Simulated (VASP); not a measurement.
# Si (Fd-3m) in VASP: notebook, part 2 of 2

VASP 6.6.1.

## 3. G0W0 quasiparticle levels, PBE

POSCAR

```
Si
1.0
    0.0000000000      2.7218511865      2.7218511865
    2.7218511865      0.0000000000      2.7218511865
    2.7218511865      2.7218511865      0.0000000000
Si
2
Direct
    0.5000000000      0.5000000000      0.5000000000
    0.7500000000      0.7500000000      0.7500000000
```

INCAR.step1

```
SYSTEM = Si
ALGO     = Normal         ! electronic algorithm
EDIFF    = 1E-8           ! SCF threshold, eV
ENCUT    = 450            ! plane-wave cutoff, eV
GGA      = PE             ! functional
ISMEAR   = 0              ! smearing method
LASPH    = .True.         ! aspherical terms in the spheres
LCHARG   = .False.        ! write CHGCAR
LREAL    = .False.        ! projectors in reciprocal space
LWAVE    = .True.         ! write WAVECAR
NELM     = 100            ! most SCF steps
PREC     = Accurate       ! precision mode
SIGMA    = 0.01           ! smearing width, eV
```

INCAR.step2

```
SYSTEM = Si
ALGO     = Exact          ! electronic algorithm
EDIFF    = 1E-8           ! SCF threshold, eV
ENCUT    = 450            ! plane-wave cutoff, eV
GGA      = PE             ! functional
ISMEAR   = 0              ! smearing method
ISTART   = 1            
LASPH    = .True.         ! aspherical terms in the spheres
LCHARG   = .False.        ! write CHGCAR
LOPTICS  = .True.         ! frequency-dependent dielectric function
LREAL    = .False.        ! projectors in reciprocal space
LWAVE    = .True.         ! write WAVECAR
NBANDS   = 100            ! bands
NELM     = 1              ! most SCF steps
PREC     = Accurate       ! precision mode
SIGMA    = 0.01           ! smearing width, eV
```

INCAR.step3

```
SYSTEM = Si
ALGO     = EVGW0          ! electronic algorithm
EDIFF    = 1E-8           ! SCF threshold, eV
ENCUT    = 450            ! plane-wave cutoff, eV
ENCUTGW  = 200            ! cutoff of the response function
GGA      = PE             ! functional
ISMEAR   = 0              ! smearing method
ISTART   = 1            
LASPH    = .True.         ! aspherical terms in the spheres
LCHARG   = .False.        ! write CHGCAR
LREAL    = .False.        ! projectors in reciprocal space
LWAVE    = .False.        ! write WAVECAR
NBANDS   = 100            ! bands
NBANDSGW = 12           
NELMGW   = 1            
NOMEGA   = 48             ! frequency points
PREC     = Accurate       ! precision mode
PRECFOCK = Fast         
SIGMA    = 0.01           ! smearing width, eV
```

KPOINTS

```
k-points
0
Gamma
  3 3 3
  0 0 0
```

Potentials or basis: VASP PAW PBE potentials, release 64 (Si_GW).

Run with:

```
$ cat potpaw_PBE.64/Si_GW/POTCAR > POTCAR
$ cp INCAR.step1 INCAR
$ mpirun -np 1 vasp_std > vasp.out
$ cp INCAR.step2 INCAR
$ mpirun -np 1 vasp_std > vasp.out
$ cp INCAR.step3 INCAR
$ mpirun -np 1 vasp_std > vasp.out
```

OUTCAR:

```text
SYSTEM = Si
   EDIFF = 1E-8
   ENCUT = 450
   ENCUTGW = 200
   GGA = PE
   ISMEAR = 0
   ISTART = 1
   LASPH = .True.
   LREAL = .False.
   NELMGW = 1
   PREC = Accurate
   PRECFOCK = Fast

 Found      4 irreducible k-points:

 Following reciprocal coordinates:
            Coordinates               Weight
  0.000000  0.000000  0.000000      1.000000
  0.333333  0.000000  0.000000      8.000000
  0.333333  0.333333  0.000000      6.000000
 -0.333333  0.333333  0.000000     12.000000
   k-points           NKPTS =      4   k-points in BZ     NKDIM =     27   number of bands    NBANDS=    100
   number of dos      NEDOS =    301   number of ions     NIONS =      2
   total plane-waves  NPLWV =  21952
   dimension x,y,z NGX =    28 NGY =   28 NGZ =   28
   dimension x,y,z NGXF=    56 NGYF=   56 NGZF=   56
   ions per type =               2
   NGX,Y,Z   is equivalent  to a cutoff of  12.09, 12.09, 12.09 a.u.
   NGXF,Y,Z  is equivalent  to a cutoff of  24.19, 24.19, 24.19 a.u.
 SYSTEM =  Si
   PREC   = accura    normal or accurate (medium, high low for compatibility)
   ISTART =      1    job   : 0-new  1-cont  2-samecut
   ICHARG =      0    charge: 1-file 2-atom 10-const
   ISPIN  =      1    spin polarized calculation?
   LNONCOLLINEAR =      F non collinear calculations
   LSORBIT =      F    spin-orbit coupling
   LASPH  =      T    aspherical Exc in radial PAW
   ENCUT  =  450.0 eV  33.07 Ry    5.75 a.u.   6.66  6.66  6.66*2*pi/ulx,y,z
   NELM   =     60;   NELMIN=  2; NELMDL=  0     # of ELM steps
   EDIFF  = 0.1E-07   stopping-criterion for ELM
   LREAL  =      F    real-space projection
   EDIFFG = 0.1E-06   stopping-criterion for IOM
   NSW    =      0    number of steps for IOM
   IBRION =     -1    ionic relax: 0-MD 1-quasi-New 2-CG
   NFREE  =      0    steps in history (QN), initial steepest desc. (CG)
   ISIF   =      0    stress and relaxation
   ISYM   =      3    0-nonsym 1-usesym 2-fastsym
   POTIM  = 0.5000    time-step for ionic-motion
   TEBEG  =    0.0;   TEEND  =   0.0 temperature during run
   PSTRESS=    0.0 pullay stress
   NELECT =       8.0000    total number of electrons
   NUPDOWN=      -1.0000    fix difference up-down
   EMIN   =  10.00;   EMAX   =-10.00  energy-range for DOS
   EFERMI =   0.00;   METHOD = LEGACY
   ISMEAR =     0;   SIGMA  =   0.01  broadening in eV -4-tet -1-fermi 0-gaus
   EFERMI_NEDOS =   21; number of points for ismear=-14 and -15
   IALGO  =     38    algorithm
   IMIX   =      4    mixing-type and parameters
     AMIX     =   0.40;   BMIX     =  1.00
     AMIX_MAG =   1.60;   BMIX_MAG =  1.00
  volume/ion in A,a.u.               =      20.16       136.08
  Fermi-wavevector in a.u.,A,eV,Ry     =   0.954766  1.804247 12.402783  0.911579
  Thomas-Fermi vector in A             =   2.083543
   LORBIT       =      0    0 simple, 1 ext, 2 COOP (PROOUT), +10 PAW based schemes
   GGA     = PE    functional components
   LHFCALC =     T    Hartree Fock is set to
   PRECFOCK=fast      Normal, Fast or Accurate (Low or Medium for compatibility)
   ENCUT4O =  -1.0   cutoff for four orbital integrals eV
   NKREDX  =     1    reduce k-point grid by
   NKREDY  =     1    reduce k-point grid by
   NKREDZ  =     1    reduce k-point grid by
   AEXX    =    1.0000 exact exchange contribution
   HFSCREEN=    0.0000 screening length (either q_TF or 0.3 A-1)
   HFSCREENC=   0.0000 screening length for correlation (either q_TF or 0.3 A-1)
   ENCUTFOCK=  -1.0 apply spherical cutoff to Coloumb kernel
   IVDW    =     0    specifies the selected vdW correction
   LEPSILON=     F    determine dielectric tensor
   LRPA    =     F    only Hartree local field effects (RPA)
   LRPAFORCE           =     F    calculate RPA forces
   ENCUTGW             = 200.0    cutoff for response function in eV
   ENCUTGWSOFT         = 160.0    soft cutoff for Coulomb kernel in GW response function in eV
   ENCUTLF             =  -1.0    cutoff for local field effects
   NELMGW              =     1    number of iterations in solving QP/BSE equation
   NELMHF              =     1    number of iterations in the inner HF iteration
   NKREDLFX            =     1    NKREDLFY  =   1   NKREDLFZ  =   1
 non-spin polarized calculation
 Gauss-broadening in eV      SIGMA  =   0.01
  energy-cutoff  :      450.00
  volume of cell :       40.33
 maximum number of plane-waves:       893
 NGX is ok and might be reduce to    28
  NGX = 16; NGY = 16; NGZ = 16
   NGX = 13   NGY = 13   NGZ = 13
 maximum number of plane-waves:       259

 QP shifts <psi_nk| G(iteration)W_0 |psi_nk>: iteration 1
 for sc-GW calculations column KS-energies equals QP-energies in previous step
 and V_xc(KS)=  KS-energies - (<T + V_ion + V_H > + <T+V_H+V_ion>^1  + <V_x>^1)

 k-point   1 :       0.0000    0.0000    0.0000
  band No.  KS-energies  QP-energies   sigma(KS)   V_xc(KS)     V^pw_x(r,r')   Z            occupation Imag(sigma)

      1      -6.4325      -7.0743     -11.2674     -10.4342     -17.4248       0.7704       2.0000       1.3375
      2       5.5010       4.9875     -12.1000     -11.4221     -13.4294       0.7575       2.0000       0.0706
      3       5.5010       4.9875     -12.1000     -11.4221     -13.4294       0.7575       2.0000       0.0706
      4       5.5010       4.9875     -12.1000     -11.4221     -13.4294       0.7575       2.0000       0.0706
      5       8.0158       8.1617      -9.8800     -10.0709      -5.3656       0.7640       0.0000      -0.0992
      6       8.0158       8.1617      -9.8800     -10.0709      -5.3656       0.7640       0.0000      -0.0992
      7       8.0158       8.1617      -9.8800     -10.0709      -5.3656       0.7640       0.0000      -0.0992
      8       8.7867       9.0838     -10.6423     -11.0339      -5.5737       0.7588       0.0000      -0.1235
      9      13.1689      13.4370      -9.6295      -9.9879      -4.1513       0.7482       0.0000      -0.2124
     10      13.1689      13.4370      -9.6295      -9.9879      -4.1513       0.7482       0.0000      -0.2124
     11      13.4319      13.1690      -7.9337      -7.6090      -2.4805       0.8096       0.0000      -0.3470
     12      16.6688      16.5163      -8.4475      -8.2483      -2.1676       0.7654       0.0000      -0.6290
[... 36 lines left out ...]
      1      -3.1838      -3.7231     -11.6580     -10.9016     -16.4741       0.7131       2.0000       0.6700
      2      -1.2644      -1.8146     -11.6516     -10.8864     -15.5005       0.7190       2.0000       0.4022
      3       1.0888       0.4986     -10.6367      -9.8453     -12.9795       0.7457       2.0000       0.1610
      4       3.3836       2.8349     -11.5461     -10.8165     -13.4271       0.7521       2.0000       0.0846
      5       7.0350       7.0624      -9.1088      -9.1442      -4.7336       0.7730       0.0000      -0.0858
      6      11.2761      11.2851      -9.6898      -9.7014      -4.5675       0.7665       0.0000      -0.2213
      7      11.9137      12.1175      -9.9788     -10.2516      -4.3400       0.7471       0.0000      -0.2988
      8      12.5261      12.7000     -10.2746     -10.5050      -4.6738       0.7552       0.0000      -0.2971
      9      12.8638      13.0400     -10.0232     -10.2605      -4.1378       0.7424       0.0000      -0.3381
     10      13.1278      13.2182      -9.6317      -9.7484      -4.1666       0.7743       0.0000      -0.3164
     11      19.8065      19.6825      -8.8242      -8.6604      -2.3238       0.7566       0.0000      -0.7609
     12      20.3688      20.1701      -8.4349      -8.1740      -2.0224       0.7616       0.0000      -0.8156
```

OUTCAR.step1:

```text
SYSTEM = Si
   EDIFF = 1E-8
   ENCUT = 450
   GGA = PE
   ISMEAR = 0
   LASPH = .True.
   LREAL = .False.
[... 151 lines left out ...]
      2.72185      2.72185      2.72185        -0.000000     -0.000000     -0.000000
      4.08278      4.08278      4.08278         0.000000      0.000000      0.000000
 -----------------------------------------------------------------------------------
    total drift:                                0.000000      0.000000     -0.000000

  FREE ENERGIE OF THE ION-ELECTRON SYSTEM (eV)
  ---------------------------------------------------
  free  energy   TOTEN  =       -10.2274592544 eV

  energy  without entropy=      -10.2274592544  energy(sigma->0) =      -10.22745925
```

Run time: 19 s. Hardware: 1 thread of Intel Xeon 6975P-C (Granite Rapids), shared host; peak memory 0.27 GiB.

These settings aren't checked as converged: the numbers below hold their error.

What came out:

| Quantity | Value |
| --- | --- |
| Band gap on the k mesh, mean-field level | 0.70 eV, indirect (least direct gap 2.51 eV) |
| Quasiparticle gap | 1.21 eV |
| Least direct quasiparticle gap | 3.17 eV |

Caveat: the k mesh is coarse (spacing up to 0.67 Å⁻¹), so the values aren't converged; bands, screening cutoff and mesh are small and nothing is extrapolated, so the quasiparticle values aren't converged; an odd mesh through Γ misses points on the zone boundary, where band edges often lie.

## 4. G0W0 quasiparticle levels, PBE

POSCAR is that of step 3.

INCAR.step1 is that of step 3.

Changes to INCAR.step2 since step 3:

```diff
@@ -12,3 +12,3 @@
 LWAVE    = .True.         ! write WAVECAR
-NBANDS   = 100            ! bands
+NBANDS   = 52             ! bands
 NELM     = 1              ! most SCF steps
```

Changes to INCAR.step3 since step 3:

```diff
@@ -4,3 +4,3 @@
 ENCUT    = 450            ! plane-wave cutoff, eV
-ENCUTGW  = 200            ! cutoff of the response function
+ENCUTGW  = 150            ! cutoff of the response function
 GGA      = PE             ! functional
@@ -12,3 +12,3 @@
 LWAVE    = .False.        ! write WAVECAR
-NBANDS   = 100            ! bands
+NBANDS   = 52             ! bands
 NBANDSGW = 12
```

KPOINTS

```
k-points
0
Gamma
  5 5 5
  0 0 0
```

Potentials or basis: VASP PAW PBE potentials, release 64 (Si_GW).

Run with:

```
$ cat potpaw_PBE.64/Si_GW/POTCAR > POTCAR
$ cp INCAR.step1 INCAR
$ mpirun -np 1 vasp_std > vasp.out
$ cp INCAR.step2 INCAR
$ mpirun -np 1 vasp_std > vasp.out
$ cp INCAR.step3 INCAR
$ mpirun -np 1 vasp_std > vasp.out
```

OUTCAR:

```text
SYSTEM = Si
   EDIFF = 1E-8
   ENCUT = 450
   ENCUTGW = 150
   GGA = PE
   ISMEAR = 0
   ISTART = 1
   LASPH = .True.
   LREAL = .False.
   NELMGW = 1
   PREC = Accurate
   PRECFOCK = Fast

 Found     10 irreducible k-points:

 Following reciprocal coordinates:
            Coordinates               Weight
  0.000000  0.000000  0.000000      1.000000
[... 86 lines left out ...]
      2       5.4113       5.1491     -11.7408     -11.3933     -12.8123       0.7543       2.0000       0.0679
      3       5.4113       5.1491     -11.7408     -11.3933     -12.8123       0.7543       2.0000       0.0679
      4       5.4113       5.1491     -11.7408     -11.3933     -12.8123       0.7543       2.0000       0.0679
      5       7.9631       8.3095      -9.6295     -10.0898      -5.6616       0.7525       0.0000      -0.0703
      6       7.9631       8.3095      -9.6295     -10.0898      -5.6616       0.7525       0.0000      -0.0703
      7       7.9631       8.3095      -9.6295     -10.0898      -5.6616       0.7525       0.0000      -0.0703
      8       8.6901       9.1672     -10.4119     -11.0526      -6.0089       0.7447       0.0000      -0.0798
      9      13.1235      13.5526      -9.4122      -9.9891      -4.2012       0.7438       0.0000      -0.2348
     10      13.1235      13.5526      -9.4122      -9.9891      -4.2012       0.7438       0.0000      -0.2348
     11      13.3382      13.2678      -7.8355      -7.7438      -2.6426       0.7685       0.0000      -0.2975
     12      16.6284      16.7414      -8.1800      -8.3312      -2.2597       0.7474       0.0000      -0.6352
[... 68 lines left out ...]
      1      -3.8035      -4.1425     -11.3408     -10.8485     -16.6882       0.6887       2.0000       0.8132
      2      -1.2682      -1.6274     -11.0271     -10.5116     -15.0717       0.6969       2.0000       0.4237
      3       1.9948       1.6199     -10.8705     -10.3540     -13.0685       0.7258       2.0000       0.1326
      4       3.7055       3.3665     -11.3775     -10.9212     -13.0266       0.7430       2.0000       0.0881
      5       7.4618       7.7118      -9.1259      -9.4536      -5.1859       0.7628       0.0000      -0.0680
      6       9.9934      10.3009      -9.7699     -10.1831      -5.2565       0.7441       0.0000      -0.1149
      7      10.1986      10.5481      -9.4802      -9.9534      -4.7440       0.7385       0.0000      -0.1366
      8      12.9501      13.2545      -9.5406      -9.9584      -4.0201       0.7285       0.0000      -0.3036
      9      13.7503      14.0365      -9.5898      -9.9828      -3.8148       0.7282       0.0000      -0.3700
     10      13.8303      14.1592      -9.4833      -9.9319      -3.9137       0.7332       0.0000      -0.3641
     11      16.9818      17.0731      -8.3383      -8.4601      -2.5322       0.7493       0.0000      -0.5378
     12      19.4083      19.8128      -9.8489     -10.4072      -3.1506       0.7244       0.0000      -0.9396

 [... further k-points ...]
```

OUTCAR.step1:

```text
SYSTEM = Si
   EDIFF = 1E-8
   ENCUT = 450
   GGA = PE
   ISMEAR = 0
   LASPH = .True.
   LREAL = .False.
[... 176 lines left out ...]
      2.72185      2.72185      2.72185        -0.000000     -0.000000      0.000000
      4.08278      4.08278      4.08278         0.000000      0.000000     -0.000000
 -----------------------------------------------------------------------------------
    total drift:                                0.000000      0.000000     -0.000000

  FREE ENERGIE OF THE ION-ELECTRON SYSTEM (eV)
  ---------------------------------------------------
  free  energy   TOTEN  =       -10.7783905680 eV

  energy  without entropy=      -10.7783905680  energy(sigma->0) =      -10.77839057
```

Wall time 50 s (1 thread of Intel Xeon 6975P-C (Granite Rapids), shared host); peak memory 0.33 GiB.

These settings aren't checked as converged: the numbers below hold their error.

What came out:

| Property | Result |
| --- | --- |
| Band gap on the k mesh, mean-field level | 0.59 eV, indirect (least direct gap 2.55 eV) |
| Quasiparticle gap | 1.01 eV |
| Least direct quasiparticle gap | 3.16 eV |

Caveat: bands, screening cutoff and mesh are small and nothing is extrapolated, so the quasiparticle values aren't converged; an odd mesh through Γ misses points on the zone boundary, where band edges often lie.

## 5. Band structure, LAK

INCAR

```
ALGO = Normal ; EDIFF = 1E-7
ENCUT = 520 ; ISIF = 2
ISMEAR = -1 ; LASPH = T
LCHARG = F ; LMIXTAU = T
LREAL = F ; LWAVE = F
METAGGA = LAK ; NBANDS = 11
NELM = 60 ; PREC = Accurate
SIGMA = 0.05
```

KPOINTS

```
k-points
0
Gamma
  8 8 8
```

POSCAR is that of step 4.

KPOINTS_OPT

```
path GXWKGLUWLK,UX
15
line-mode
reciprocal
 0.0000000000  0.0000000000  0.0000000000  G
 0.5000000000  0.0000000000  0.5000000000  X

 0.5000000000  0.0000000000  0.5000000000  X
 0.5000000000  0.2500000000  0.7500000000  W

 0.5000000000  0.2500000000  0.7500000000  W
 0.3750000000  0.3750000000  0.7500000000  K

 0.3750000000  0.3750000000  0.7500000000  K
 0.0000000000  0.0000000000  0.0000000000  G

 0.0000000000  0.0000000000  0.0000000000  G
 0.5000000000  0.5000000000  0.5000000000  L

 0.5000000000  0.5000000000  0.5000000000  L
 0.6250000000  0.2500000000  0.6250000000  U

 0.6250000000  0.2500000000  0.6250000000  U
 0.5000000000  0.2500000000  0.7500000000  W

 0.5000000000  0.2500000000  0.7500000000  W
 0.5000000000  0.5000000000  0.5000000000  L

 0.5000000000  0.5000000000  0.5000000000  L
 0.3750000000  0.3750000000  0.7500000000  K

 0.6250000000  0.2500000000  0.6250000000  U
 0.5000000000  0.0000000000  0.5000000000  X
```

Potentials or basis: VASP PAW PBE potentials, release 64 (Si).

Run with:

```
$ cat potpaw_PBE.64/Si/POTCAR > POTCAR
$ mpirun -np 1 vasp_std > vasp.out
```

It took 3.2 min on 1 thread of Intel Xeon Platinum 8488C (Sapphire Rapids), shared host; peak memory 0.16 GiB.

Results (log left out):

```
Free energy             : -8.6329 eV
Pressure                : 1.0 GPa
Band gap on the k mesh  : 1.20 eV, indirect (least direct gap 2.97 eV)
Band gap along the path : 1.17 eV, indirect (least direct gap 2.97 eV)
```

Levels at the corners of the path, in eV from the valence-band top:
```
point  band 1  band 2  band 3  band 4  band 5  band 6  band 7  band 8
    Γ  -12.49    0.00    0.00    0.00    2.97    2.97    2.97    4.42
    X   -8.14   -8.14   -2.95   -2.95    1.33    1.33   11.20   11.20
    X   -8.14   -8.14   -2.95   -2.95    1.33    1.33   11.20   11.20
    W   -7.98   -7.98   -3.87   -3.87    4.93    4.93    5.73    5.73
    W   -7.98   -7.98   -3.87   -3.87    4.93    4.93    5.73    5.73
    K   -8.60   -7.51   -4.32   -2.51    1.83    4.80    8.25    8.90
    K   -8.60   -7.51   -4.32   -2.51    1.83    4.80    8.25    8.90
    Γ  -12.49    0.00    0.00    0.00    2.97    2.97    2.97    4.42
    Γ  -12.49    0.00    0.00    0.00    2.97    2.97    2.97    4.42
    L  -10.08   -7.15   -1.26   -1.26    2.24    3.86    3.86    8.96
    L  -10.08   -7.15   -1.26   -1.26    2.24    3.86    3.86    8.96
    U   -8.60   -7.51   -4.32   -2.51    1.83    4.80    8.25    8.90
    U   -8.60   -7.51   -4.32   -2.51    1.83    4.80    8.25    8.90
    W   -7.98   -7.98   -3.87   -3.87    4.93    4.93    5.73    5.73
    W   -7.98   -7.98   -3.87   -3.87    4.93    4.93    5.73    5.73
    L  -10.08   -7.15   -1.26   -1.26    2.24    3.86    3.86    8.96
    L  -10.08   -7.15   -1.26   -1.26    2.24    3.86    3.86    8.96
    K   -8.60   -7.51   -4.32   -2.51    1.83    4.80    8.25    8.90
    U   -8.60   -7.51   -4.32   -2.51    1.83    4.80    8.25    8.90
    X   -8.14   -8.14   -2.95   -2.95    1.33    1.33   11.20   11.20
```

Caveat: the PAW data sets were made with another functional, which shifts forces and pressure a little.
